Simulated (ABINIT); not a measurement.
Tc, 2 atoms in the cell. The typed cell holds 2 atoms: a = 2.740 Å, b = 2.740 Å, c = 4.398 Å, α = 90.00°, β = 90.00°, γ = 120.00°.  The cell isn't the ideal one: atoms moved at random, drawn with an rms of 0.05 Å.

| Quantity | Value |
| --- | --- |
| Program | ABINIT 10.8.3 (patched build) |
| Task | single point |
| Functional | PBE |
| Potentials or basis | JTH PAW PBE v2.0 |
| Cutoff | 463 eV |
| k mesh | 11 × 11 × 6 |
| Occupations | fermi-dirac, width 0.05 eV |
| Spin | no spin polarisation |
| Fine-grid cutoff | 925.187 eV |
| Exchange and correlation inside the PAW spheres | full angular mesh (pawxcdev 0, this build's default; the released program takes 1) |

Potentials or basis: JTH PAW PBE v2.0.

Run with:

```sh
$ abinit run.abi > log 2>&1
```

Hardware: 1 thread of Arm Neoverse V1, on a shared host.

Q: How long does it take, and how much memory?

A: Run time: 120 s on 1 thread of Arm Neoverse V1 (shared host), peak memory 0.23 GiB. Counts: scf iterations 10, mpi ranks 1, k points 364, bands 19, plane waves 659.
